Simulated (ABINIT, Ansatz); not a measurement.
## Quasiparticle gap of LiBr (Fm-3m) in ABINIT

Wanted: ground state, empty states, screening and self-energy for LiBr (Fm-3m).

Main program and level: ABINIT 10.8.3; PBE and many-body steps on it, plane waves.

Report form: the programs' logs are mostly left out.

### Step 1. Set-up

The structure is cubic, space group Fm-3m (No. 225). The conventional cell has a = 5.501 Å, b = 5.501 Å, c = 5.501 Å, α = 90.00°, β = 90.00°, γ = 90.00°. Nearest to Li lie 6 Br at 2.75 Å. Nearest to Br lie 6 Li at 2.75 Å. Farther neighbours and most contacts between anions are not listed.

Structure file:

```cif
data_structure
_symmetry_space_group_name_H-M 'Fm-3m'
_symmetry_Int_Tables_number 225
_cell_length_a 5.5013
_cell_length_b 5.5013
_cell_length_c 5.5013
_cell_angle_alpha 90.000
_cell_angle_beta 90.000
_cell_angle_gamma 90.000
_cell_volume 166.49
loop_
_atom_site_label
_atom_site_type_symbol
_atom_site_symmetry_multiplicity
_atom_site_Wyckoff_symbol
_atom_site_fract_x
_atom_site_fract_y
_atom_site_fract_z
_atom_site_occupancy
Li1 Li 4 a 0.00000 0.00000 0.00000 1
Br1 Br 4 b 0.50000 0.00000 0.00000 1
```

The cell and positions come from the Crystallography Open Database and are kept as given unless a step says otherwise.

### Step 2. Ground state

This step: ABINIT 10.8.3; DFT, PBE, plane waves, norm-conserving pseudopotentials.

The ground-state density comes first.

run.abi reads:

```
acell 3*1.0 Angstrom
rprim 
  0.000000000000 2.750650000000 2.750650000000
  2.750650000000 0.000000000000 2.750650000000
  2.750650000000 2.750650000000 0.000000000000
ntypat 2
znucl 3 35
natom 2
typat 1 2
xred 
  0.000000000000 0.000000000000 0.000000000000
  0.500000000000 0.500000000000 0.500000000000
pp_dirpath "pseudos"
pseudos "Li.upf, Br.upf"
ecut 33
ngkpt 6 6 6
nshiftk 1
shiftk 0 0 0
kptopt 1
chksymbreak 0
nband 10
occopt 1
tolvrs 1e-10
nstep 60
prtwf 0
optforces 0
optstress 0
indata_prefix "in"
outdata_prefix "out"
tmpdata_prefix "tmp"
```

On the command line:

```console
$ OMP_NUM_THREADS=1 mpirun -n 8 abinit run.abi > log
```

Elapsed: 3.6 s, on 8 MPI ranks of AMD EPYC 7R43, shared host; peak memory 0.62 GiB.

This step gave:

```yaml
total_energy: -627.2511 eV
gap: 4.938 eV
k_of_the_valence_top: 0, 0, 0
k_of_the_conduction_bottom: 0, 0, 0
least_direct_gap: 4.938 eV
```

The gap is direct, at Γ.

### Step 3. Bands along the symmetry lines

Levels along a band path, at the cheap level, show where the edges lie and whether the meshes to come will hold them.

run.abi reads:

```
acell 3*1.0 Angstrom
rprim 
  0.000000000000 2.750650000000 2.750650000000
  2.750650000000 0.000000000000 2.750650000000
  2.750650000000 2.750650000000 0.000000000000
ntypat 2
znucl 3 35
natom 2
typat 1 2
xred 
  0.000000000000 0.000000000000 0.000000000000
  0.500000000000 0.500000000000 0.500000000000
pp_dirpath "pseudos"
pseudos "Li.upf, Br.upf"
ecut 33
iscf -2
irdden 1
kptopt 0
nkpt 50
kpt 
  0.00000000 0.00000000 0.00000000
  0.06250000 0.00000000 0.06250000
  0.12500000 0.00000000 0.12500000
  0.18750000 0.00000000 0.18750000
  0.25000000 0.00000000 0.25000000
  0.31250000 0.00000000 0.31250000
  0.37500000 0.00000000 0.37500000
  0.43750000 0.00000000 0.43750000
  0.50000000 0.00000000 0.50000000
  0.51562500 0.03125000 0.51562500
  0.53125000 0.06250000 0.53125000
  0.54687500 0.09375000 0.54687500
  0.56250000 0.12500000 0.56250000
  0.57812500 0.15625000 0.57812500
  0.59375000 0.18750000 0.59375000
  0.60937500 0.21875000 0.60937500
  0.62500000 0.25000000 0.62500000
  0.37500000 0.37500000 0.75000000
  0.32812500 0.32812500 0.65625000
  0.28125000 0.28125000 0.56250000
  0.23437500 0.23437500 0.46875000
  0.18750000 0.18750000 0.37500000
  0.14062500 0.14062500 0.28125000
  0.09375000 0.09375000 0.18750000
  0.04687500 0.04687500 0.09375000
  0.00000000 0.00000000 0.00000000
  0.06250000 0.06250000 0.06250000
  0.12500000 0.12500000 0.12500000
  0.18750000 0.18750000 0.18750000
  0.25000000 0.25000000 0.25000000
  0.31250000 0.31250000 0.31250000
  0.37500000 0.37500000 0.37500000
  0.43750000 0.43750000 0.43750000
  0.50000000 0.50000000 0.50000000
  0.50000000 0.46875000 0.53125000
  0.50000000 0.43750000 0.56250000
  0.50000000 0.40625000 0.59375000
  0.50000000 0.37500000 0.62500000
  0.50000000 0.34375000 0.65625000
  0.50000000 0.31250000 0.68750000
  0.50000000 0.28125000 0.71875000
  0.50000000 0.25000000 0.75000000
  0.50000000 0.21875000 0.71875000
  0.50000000 0.18750000 0.68750000
  0.50000000 0.15625000 0.65625000
  0.50000000 0.12500000 0.62500000
  0.50000000 0.09375000 0.59375000
  0.50000000 0.06250000 0.56250000
  0.50000000 0.03125000 0.53125000
  0.50000000 0.00000000 0.50000000
istwfk *1
nband 12
nbdbuf 2
tolwfr 1e-08
nstep 40
prtwf 0
prtvol 0
indata_prefix "in"
outdata_prefix "out"
tmpdata_prefix "tmp"
```

The job ended after 4 s (8 MPI ranks; peak memory 0.55 GiB; 30 s of CPU time).

This step gave:

```
gap                        : 4.933 eV
k of the valence top       : 0.0938, 0.0938, 0.1875
k of the conduction bottom : 0, 0, 0
least direct gap           : 4.938 eV
```

The gap is 4.933 eV, −0.005 eV from the run before at this level.

Electronic bands along the path, in eV, zero at the top of the highest filled band; v1 is the highest filled band, c1 the lowest empty one:

```csv
point,v4,v3,v2,v1,c1,c2,c3,c4
Γ,-13.44,0.00,0.00,0.00,4.93,10.51,10.51,10.51
halfway,-13.13,-1.59,-0.62,-0.62,7.16,8.25,8.36,11.05
X,-12.78,-2.88,-1.14,-1.14,6.24,7.12,11.61,12.43
halfway,-12.78,-2.78,-1.38,-1.07,6.42,7.54,11.30,11.59
U,-12.80,-2.49,-1.85,-0.86,6.64,8.73,10.30,10.57
jump to K,-12.80,-2.49,-1.85,-0.86,6.64,8.73,10.30,10.57
halfway,-13.12,-1.81,-0.90,-0.09,6.72,8.86,8.96,9.34
Γ,-13.44,0.00,0.00,0.00,4.93,10.51,10.51,10.51
halfway,-13.21,-1.68,-0.14,-0.14,5.97,9.20,9.20,9.74
L,-12.97,-2.88,-0.27,-0.27,5.62,8.11,8.11,11.75
halfway,-12.88,-2.60,-1.34,-0.61,7.06,7.88,9.22,10.67
W,-12.78,-2.14,-2.14,-1.14,8.01,8.57,9.45,9.45
halfway,-12.78,-2.68,-1.47,-1.14,6.76,7.83,10.60,10.98
X,-12.78,-2.88,-1.14,-1.14,6.24,7.12,11.61,12.43
```

### Step 4. Empty states on the mesh, 6×6×6 mesh, 176 bands

The sums over transitions need many empty states on a uniform mesh; this step solves for them.

run.abi reads:

```
acell 3*1.0 Angstrom
rprim 
  0.000000000000 2.750650000000 2.750650000000
  2.750650000000 0.000000000000 2.750650000000
  2.750650000000 2.750650000000 0.000000000000
ntypat 2
znucl 3 35
natom 2
typat 1 2
xred 
  0.000000000000 0.000000000000 0.000000000000
  0.500000000000 0.500000000000 0.500000000000
pp_dirpath "pseudos"
pseudos "Li.upf, Br.upf"
ecut 33
ngkpt 6 6 6
nshiftk 1
shiftk 0 0 0
kptopt 1
chksymbreak 0
irdden 1
istwfk *1
nband 176
prtvol 0
optdriver 6
gwr_task "HDIAGO"
paral_kgb 0
occopt 1
indata_prefix "in"
outdata_prefix "out"
tmpdata_prefix "tmp"
```

Wall time 17 s (8 MPI ranks); peak memory 3.3 GiB.

This step gave:

| Quantity | Value |
| --- | --- |
| gap | 4.938 eV |
| k of the valence top | 0, 0, 0 |
| k of the conduction bottom | 0, 0, 0 |
| least direct gap | 4.938 eV |
| k points computed | 16 |
| lowest point of the top converged band, above the valence top | 132.1063 eV |

On this mesh the gap is 4.938 eV.

### Step 5. Screening, 6×6×6 mesh, 168 bands, screening to 209.5 eV

The RPA dielectric matrix is built and inverted for each q.

This step: RPA screening on PBE, plane waves, norm-conserving pseudopotentials.

Changes to run.abi since step 4:

```diff
@@ -20,10 +20,11 @@
 chksymbreak 0
-irdden 1
 istwfk *1
-nband 176
-prtvol 0
-optdriver 6
-gwr_task "HDIAGO"
-paral_kgb 0
 occopt 1
+irdwfk 1
+optdriver 3
+nband 168
+ecuteps 7.7
+inclvkb 2
+awtr 1
+symchi 1
 indata_prefix "in"
```

Run time: 54 s. Hardware: 8 MPI ranks; peak memory 2.1 GiB; 7.2 min of CPU time.

This step gave:

* ε∞ with local fields, on this mesh, along the program's q direction: 3.170
* the same without local fields: 3.770
* plasma frequency: 18.20 eV
* plane waves in the screening matrix: 283

Local fields lower ε∞ by 16 %.

### Step 6. Self-energy, 6×6×6 mesh, 168 bands, screening to 209.5 eV

The self-energy is evaluated for the states that the input lists, and the levels follow from it, in one-shot runs by the linearised quasiparticle equation.

This step: G0W0 on PBE, plane waves, norm-conserving pseudopotentials.

Changes to run.abi since step 5:

```diff
@@ -23,8 +23,15 @@
 irdwfk 1
-optdriver 3
+optdriver 4
 nband 168
+gwcalctyp 0
+ecutsigx 33
+symsigma 1
+nkptgw 1
+kptgw 
+  0.0000000000 0.0000000000 0.0000000000
+bdgw 
+  3 9
 ecuteps 7.7
-inclvkb 2
-awtr 1
-symchi 1
+irdscr 1
+ppmodel 1
 indata_prefix "in"
```

Wall time 12 s (8 MPI ranks); peak memory 2.1 GiB.

Numbers from this step:

* G0W0 gap on the points computed: 7.106 eV
* starting gap on the mesh: 4.938 eV
* k of the valence top: 0, 0, 0
* k of the conduction bottom: 0, 0, 0
* Z at the valence top: 0.805
* Z at the conduction bottom: 0.841
* least direct G0W0 gap on the computed points: 7.106 eV

The gap on the mesh goes from 4.94 eV to 7.11 eV, a correction of +2.17 eV.

Limits: finite bands, cutoff and mesh; no spin-orbit coupling. v1 is the top filled band, c1 the lowest empty one. Levels before and after the correction, in eV, zero at the valence-band top of each column:

```csv
,conduction bottom,valence top
Kohn-Sham,4.94,0.00
G0W0,7.11,0.00
```

```csv
,level,energy (eV)
Kohn-Sham,Γ v3-v1,0.000
Kohn-Sham,Γ c1,4.938
Kohn-Sham,Γ c2-c4,10.519
G0W0,Γ v3-v1,0.000
G0W0,Γ c1,7.106
G0W0,Γ c2-c4,12.856
```

### Step 7. Where the time went

Times are wall times on 8 MPI ranks of AMD EPYC 7R43, shared host, good to a factor of about two.

```csv
step,time,share,memory (GiB)
ground state,3.6 s,4 %,0.62
bands along the symmetry lines,4 s,4 %,0.55
empty states on the mesh,17 s,19 %,3.3
screening,54 s,60 %,2.1
self-energy,12 s,13 %,2.1
```

### Step 8. Results

| Quantity | Value |
| --- | --- |
| PBE gap | 4.93 eV, indirect (only 5 meV under the direct gap) |
| G0W0 gap on the mesh | 7.11 eV |
| GW settings | 6×6×6 mesh, 168 bands, screening to 209.5 eV, Godby-Needs plasmon pole |
| known limits | not at the basis limit; no spin-orbit coupling |

**Reading.** G0W0 moves the gap on the mesh from 4.94 eV to 7.11 eV (+2.17 eV), with Z of 0.81 and 0.84 at the edges. Local fields lower the RPA ε∞ on this mesh from 3.77 to 3.17. Only 1 of the mesh's irreducible points was corrected, so a valley elsewhere could overtake. The dearest step here is «screening». Bands and cutoff are finite, so the gap is not at the basis limit. The miss can reach some tenths of an eV and take either sign; the mesh is an error of its own. In the G0W0 run levels were corrected at 1 k point alone, so a gap called «on the mesh» is the least over those, and an edge elsewhere would be missed. The many-body steps are scalar-relativistic: spin-orbit coupling is not in them.

[Paths, hosts, dates, memory and timing lines, banners, echoed tables and standing remarks are left out of the program output.]

[Logs are printed without paths, hosts, clocks, repeated set-up lines and the standing remarks that a program may print on its own settings, such as how far it seeks lower states.]

[Runs of the session that timed out or met a known fault of the program may be left out.]

[Hosts, paths, dates, database ids (printed as entryN), source tags and the programs' standing remarks are cut or masked in the printed files.]

[G0W0 gaps are taken among the corrected bands and points alone; a level outside them can change the order at an edge.]

[Where Ansatz stands beside ABINIT at settings called matched, ABINIT's density can come from a denser mesh and the files from another edition; pairs whose starting gaps differed by over 0.03 eV were left out, so agreement reads better than it is.]
